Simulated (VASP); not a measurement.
# BeTe (F-43m) in VASP: notebook, part 2 of 2

VASP 6.6.1.

## Step 5: Relaxation of the atoms, LDA

File INCAR:

```
ALGO = Normal
EDIFF = 1E-7
EDIFFG = -0.01
ENCUT = 600
GGA = CA
IBRION = 2
ISIF = 2
ISMEAR = 0
LASPH = True
LCHARG = False
LREAL = False
LWAVE = False
NELM = 80
NSW = 40
PREC = Accurate
SIGMA = 0.03
```

File KPOINTS:

```
k-points
0
Gamma
  8 8 8
```

File POSCAR:

```
BeTe                                    
1.0
    0.0000000000      2.7812175367      2.7812175367
    2.7812175367      0.0000000000      2.7812175367
    2.7812175367      2.7812175367      0.0000000000
  Be              Te            
     1     1
Direct
     0.0000000000000000    0.0000000000000000    0.0000000000000000
     0.2500000000000000    0.2500000000000000    0.2500000000000000
```

Potentials or basis: VASP PAW LDA potentials, release 64 (Be, Te).

Started as:

```console
cat potpaw_LDA.64/Be/POTCAR potpaw_LDA.64/Te/POTCAR > POTCAR
mpirun -np 1 vasp_std > vasp.out
```

OUTCAR:

```text
EDIFF = 1E-7
   EDIFFG = -0.01
   ENCUT = 600
   GGA = CA
   IBRION = 2
   ISIF = 2
   ISMEAR = 0
   LASPH = True
   LREAL = False
   NELM = 80
   NSW = 40
   PREC = Accurate

 ion  position               nearest neighbor table
   1  0.000  0.000  0.000-   2 2.41   2 2.41   2 2.41   2 2.41
   2  0.250  0.250  0.250-   1 2.41   1 2.41   1 2.41   1 2.41

  LATTYP: Found a face centered cubic cell.
 ALAT       =     5.5624350734

  Lattice vectors:

 A1 = (   0.0000000000,   2.7812175367,   2.7812175367)
 A2 = (   2.7812175367,   0.0000000000,   2.7812175367)
 A3 = (   2.7812175367,   2.7812175367,   0.0000000000)

Analysis of symmetry for initial positions (statically):
=====================================================================
 Subroutine PRICEL returns:
 Original cell was already a primitive cell.

 Routine SETGRP: Setting up the symmetry group for a
 face centered cubic supercell.

 Subroutine GETGRP returns: Found 24 space group operations
 (whereof 24 operations were pure point group operations)
 out of a pool of 48 trial point group operations.

The static configuration has the point symmetry T_d .

Analysis of symmetry for dynamics (positions and initial velocities):
[... 171 lines left out ...]
      2       5.3687      2.00000
      3       5.3687      2.00000
      4       5.3687      2.00000
      5       8.9218      0.00000
      6       8.9218      0.00000
      7       8.9218      0.00000
      8       9.3678      0.00000
[... 243 lines left out ...]
 k-point    24 :      -0.3750    0.2500    0.1250
  band No.  band energies     occupation
      1      -5.5183      2.00000
      2       0.0430      2.00000
      3       2.3435      2.00000
      4       3.3511      2.00000
      5       9.4905      0.00000
      6       9.7656      0.00000
      7      12.1025      0.00000
      8      13.1603      0.00000

 [... further k-points ...]

------------------------ aborting loop because EDIFF is reached ----------------------------------------

  FORCE on cell =-STRESS in cart. coord.  units (eV):
  Direction    XX          YY          ZZ          XY          YZ          ZX
  --------------------------------------------------------------------------------------
  -------------------------------------------------------------------------------------
  Total        0.0004564      0.0004564      0.0004564      0.0000000      0.0000000     -0.0000000
  in kB        0.0169940      0.0169940      0.0169940      0.0000000      0.0000000     -0.0000000
  external PRESSURE =       0.0169940 kB  Pullay stress =       0.0000000 kB

 VOLUME and BASIS-vectors are now :
 -----------------------------------------------------------------------------
  energy-cutoff  :      600.00
  volume of cell :       43.03
      direct lattice vectors                 reciprocal lattice vectors
     0.000000000  2.781217537  2.781217537    -0.179777379  0.179777379  0.179777379
     2.781217537  0.000000000  2.781217537     0.179777379 -0.179777379  0.179777379
     2.781217537  2.781217537  0.000000000     0.179777379  0.179777379 -0.179777379

 POSITION                                       TOTAL-FORCE (eV/Angst)
 -----------------------------------------------------------------------------------
      0.00000      0.00000      0.00000        -0.000000      0.000000     -0.000000
      1.39061      1.39061      1.39061         0.000000     -0.000000      0.000000
 -----------------------------------------------------------------------------------
    total drift:                                0.000000      0.000000      0.000000

  FREE ENERGIE OF THE ION-ELECTRON SYSTEM (eV)
  ---------------------------------------------------
  free  energy   TOTEN  =        -8.7267109866 eV

  energy  without entropy=       -8.7267109866  energy(sigma->0) =       -8.72671099

 reached required accuracy - stopping structural energy minimisation
```

OSZICAR:

```text
N       E                     dE             d eps       ncg     rms          rms(c)
DAV:   1     0.202511586221E+02    0.20251E+02   -0.38003E+03   464   0.915E+02
DAV:   2    -0.826134057332E+01   -0.28512E+02   -0.27681E+02   672   0.983E+01
DAV:   3    -0.893540015021E+01   -0.67406E+00   -0.67406E+00   568   0.210E+01
DAV:   4    -0.893994617988E+01   -0.45460E-02   -0.45460E-02   696   0.196E+00
DAV:   5    -0.893998194432E+01   -0.35764E-04   -0.35764E-04   592   0.100E-01    0.445E+00
DAV:   6    -0.878037390066E+01    0.15961E+00   -0.20972E-01   480   0.209E+00    0.259E+00
DAV:   7    -0.872754991643E+01    0.52824E-01   -0.15757E-01   608   0.199E+00    0.474E-01
DAV:   8    -0.872666006812E+01    0.88985E-03   -0.57660E-03   480   0.504E-01    0.122E-01
DAV:   9    -0.872671178962E+01   -0.51721E-04   -0.18075E-04   640   0.114E-01    0.271E-02
DAV:  10    -0.872671090533E+01    0.88429E-06   -0.24498E-05   488   0.255E-02    0.141E-02
DAV:  11    -0.872671098657E+01   -0.81245E-07   -0.68578E-07   688   0.630E-03
   1 F= -.87267110E+01 E0= -.87267110E+01  d E =-.872671E+01
```

Run time: 7.7 s. Hardware: 1 thread of Intel Xeon Platinum 8375C at 2.90GHz (Ice Lake), shared host; peak memory 0.16 GiB.

Results:

```yaml
Free_energy: -8.7267 eV
Pressure_after_relaxing: 0.0 GPa
Band_gap_on_the_k_mesh: 1.78 eV, indirect (least direct gap 3.55 eV)
```

Final structure:
```
Be Te
1.0
     0.00000    2.78122    2.78122
     2.78122    0.00000    2.78122
     2.78122    2.78122    0.00000
Be Te
1 1
Direct
  0.00000 0.00000 0.00000
  0.25000 0.25000 0.25000
```

Levels at points of the mesh, in eV from the valence-band top:
| k point | band 2 | band 3 | band 4 | band 5 | band 6 | band 7 |
| --- | --- | --- | --- | --- | --- | --- |
| (0.00, 0.00, 0.00) | 0.00 | 0.00 | 0.00 | 3.55 | 3.55 | 3.55 |
| (0.50, 0.00, 0.00) | -5.77 | -1.19 | -1.19 | 3.15 | 4.54 | 4.54 |
| (0.50, 0.50, 0.00) | -5.28 | -2.79 | -2.79 | 1.78 | 2.60 | 9.83 |

Caveat: the relaxation stopped at its first step, so nothing moved; spin-orbit coupling is left out, which moves the levels of the heavy elements.

## Step 6: Relaxation of the atoms, LDA (a relaxed cell with its volume scaled by 1.02)

INCAR is that of step 5.

KPOINTS is that of step 5.

File POSCAR:

```
BeTe                                    
1.0
    0.0000000000      2.7996367327      2.7996367327
    2.7996367327      0.0000000000      2.7996367327
    2.7996367327      2.7996367327      0.0000000000
  Be              Te            
     1     1
Direct
     0.0000000000000000    0.0000000000000000    0.0000000000000000
     0.2500000000000000    0.2500000000000000    0.2500000000000000
```

Potentials or basis: VASP PAW LDA potentials, release 64 (Be, Te).

Started as:

```console
cat potpaw_LDA.64/Be/POTCAR potpaw_LDA.64/Te/POTCAR > POTCAR
mpirun -np 1 vasp_std > vasp.out
```

OUTCAR:

```text
EDIFF = 1E-7
   EDIFFG = -0.01
   ENCUT = 600
   GGA = CA
   IBRION = 2
   ISIF = 2
   ISMEAR = 0
   LASPH = True
   LREAL = False
   NELM = 80
   NSW = 40
   PREC = Accurate

 ion  position               nearest neighbor table
   1  0.000  0.000  0.000-   2 2.42   2 2.42   2 2.42   2 2.42
   2  0.250  0.250  0.250-   1 2.42   1 2.42   1 2.42   1 2.42

  LATTYP: Found a face centered cubic cell.
 ALAT       =     5.5992734654

  Lattice vectors:

 A1 = (   0.0000000000,   2.7996367327,   2.7996367327)
 A2 = (   2.7996367327,   0.0000000000,   2.7996367327)
 A3 = (   2.7996367327,   2.7996367327,   0.0000000000)

Analysis of symmetry for initial positions (statically):
=====================================================================
 Subroutine PRICEL returns:
 Original cell was already a primitive cell.

 Routine SETGRP: Setting up the symmetry group for a
 face centered cubic supercell.

 Subroutine GETGRP returns: Found 24 space group operations
 (whereof 24 operations were pure point group operations)
 out of a pool of 48 trial point group operations.

The static configuration has the point symmetry T_d .

Analysis of symmetry for dynamics (positions and initial velocities):
=====================================================================
 Subroutine PRICEL returns:
 Original cell was already a primitive cell.

 Routine SETGRP: Setting up the symmetry group for a
 face centered cubic supercell.

 Subroutine GETGRP returns: Found 24 space group operations
 (whereof 24 operations were pure point group operations)
 out of a pool of 48 trial point group operations.

The dynamic configuration has the point symmetry T_d .

 Subroutine INISYM returns: Found 24 space group operations
 (whereof 24 operations are pure point group operations),
 and found     1 'primitive' translations

----------------------------------------------------------------------------------------

                                     Primitive cell

  volume of cell :      43.8869
[... 115 lines left out ...]
   LHFCALC =     F    Hartree Fock is set to
   AEXX    =    0.0000 exact exchange contribution
   IVDW    =     0    specifies the selected vdW correction
   LEPSILON=     F    determine dielectric tensor
   LRPA    =     F    only Hartree local field effects (RPA)
 conjugate gradient relaxation of ions
 non-spin polarized calculation
 Gauss-broadening in eV      SIGMA  =   0.03
  energy-cutoff  :      600.00
  volume of cell :       43.89
 maximum number of plane-waves:      1477
   NGX = 15   NGY = 15   NGZ = 15

 number of electron       8.0000000 magnetization

 Free energy of the ion-electron system (eV)
  ---------------------------------------------------
  ext. energy  EPLUGINS =         0.00000000
  ---------------------------------------------------
  free energy    TOTEN  =        -8.72341304 eV

  energy without entropy =       -8.72341304  energy(sigma->0) =       -8.72341304

 E-fermi :   5.3236     XC(G=0):  -9.3375

 val. band max:        5.1400393271   @ k =   0.0000   0.0000   0.0000
 cond. band min:       6.9684969539   @ k =   0.5000   0.5000   0.0000
 fundamental gap:      1.8284576268
 Fermi energy:         5.3235724329

 k-point     1 :       0.0000    0.0000    0.0000
  band No.  band energies     occupation
      1      -7.2940      2.00000
      2       5.1400      2.00000
      3       5.1400      2.00000
      4       5.1400      2.00000
      5       8.7103      0.00000
      6       8.7103      0.00000
      7       8.7103      0.00000
      8       8.9917      0.00000
[... 243 lines left out ...]
 k-point    24 :      -0.3750    0.2500    0.1250
  band No.  band energies     occupation
      1      -5.6734      2.00000
      2      -0.0672      2.00000
      3       2.1866      2.00000
      4       3.1820      2.00000
      5       9.2675      0.00000
      6       9.5127      0.00000
      7      11.8112      0.00000
      8      12.8657      0.00000

 [... further k-points ...]

------------------------ aborting loop because EDIFF is reached ----------------------------------------

  FORCE on cell =-STRESS in cart. coord.  units (eV):
  Direction    XX          YY          ZZ          XY          YZ          ZX
  --------------------------------------------------------------------------------------
  -------------------------------------------------------------------------------------
  Total       -0.3334286     -0.3334286     -0.3334286     -0.0000000      0.0000000     -0.0000000
  in kB      -12.1724593    -12.1724593    -12.1724593     -0.0000000      0.0000000     -0.0000000
  external PRESSURE =     -12.1724593 kB  Pullay stress =       0.0000000 kB

 VOLUME and BASIS-vectors are now :
 -----------------------------------------------------------------------------
  energy-cutoff  :      600.00
  volume of cell :       43.89
      direct lattice vectors                 reciprocal lattice vectors
     0.000000000  2.799636733  2.799636733    -0.178594599  0.178594599  0.178594599
     2.799636733  0.000000000  2.799636733     0.178594599 -0.178594599  0.178594599
     2.799636733  2.799636733  0.000000000     0.178594599  0.178594599 -0.178594599

 POSITION                                       TOTAL-FORCE (eV/Angst)
 -----------------------------------------------------------------------------------
      0.00000      0.00000      0.00000        -0.000000      0.000000      0.000000
      1.39982      1.39982      1.39982         0.000000     -0.000000     -0.000000
 -----------------------------------------------------------------------------------
    total drift:                                0.000000      0.000000      0.000000

  FREE ENERGIE OF THE ION-ELECTRON SYSTEM (eV)
  ---------------------------------------------------
  free  energy   TOTEN  =        -8.7234130364 eV

  energy  without entropy=       -8.7234130364  energy(sigma->0) =       -8.72341304

 reached required accuracy - stopping structural energy minimisation
```

Wall time 8.4 s (1 thread of Intel Xeon Platinum 8375C at 2.90GHz (Ice Lake), shared host); peak memory 0.16 GiB.

Results:

| Property | Result |
| --- | --- |
| Free energy | -8.7234 eV |
| Pressure after relaxing | -1.2 GPa |
| Band gap on the k mesh | 1.83 eV, indirect (least direct gap 3.57 eV) |

Final structure:
```
CELL_PARAMETERS angstrom
0.00000 2.79964 2.79964
2.79964 0.00000 2.79964
2.79964 2.79964 0.00000
ATOMIC_POSITIONS crystal
Be 0.00000 0.00000 0.00000
Te 0.25000 0.25000 0.25000
```

Levels at points of the mesh, in eV from the valence-band top:
| k point | band 1 | band 2 | band 3 | band 4 | band 5 | band 6 | band 7 | band 8 |
| --- | --- | --- | --- | --- | --- | --- | --- | --- |
| (0.00, 0.00, 0.00) | -12.43 | 0.00 | 0.00 | 0.00 | 3.57 | 3.57 | 3.57 | 3.85 |
| (0.50, 0.00, 0.00) | -11.06 | -5.65 | -1.16 | -1.16 | 3.10 | 4.55 | 4.55 | 7.64 |
| (0.50, 0.50, 0.00) | -10.56 | -5.17 | -2.71 | -2.71 | 1.83 | 2.63 | 9.71 | 9.71 |

Caveat: the relaxation stopped at its first step, so nothing moved; spin-orbit coupling is left out, which moves the levels of the heavy elements. A k mesh can miss the band edges.

## Step 7: The runs side by side

| cell | gap on the mesh (eV) | pressure (GPa) |
| --- | --- | --- |
| atoms relaxed from: a relaxed cell with its volume scaled by 0.94 | 1.62 | 4.5 |
| atoms relaxed from: a relaxed cell with its volume scaled by 0.96 | 1.68 | 2.8 |
| atoms relaxed from: a relaxed cell with its volume scaled by 0.98 | 1.73 | 1.3 |
| atoms relaxed | 1.78 | 0.0 |
| atoms relaxed from: a relaxed cell with its volume scaled by 1.02 | 1.83 | -1.2 |

Alike in all rows: task relaxation of the atoms; level LDA; potentials or basis VASP PAW LDA potentials, release 64 (Be, Te); no spin polarisation; k mesh 8 × 8 × 8; cutoff (eV) 600; smearing gaussian 0.03 eV.

Caveats: the relaxation stopped at its first step, so nothing moved; spin-orbit coupling is left out, which moves the levels of the heavy elements.

Absolute energies hang on the potentials; compare differences alone.
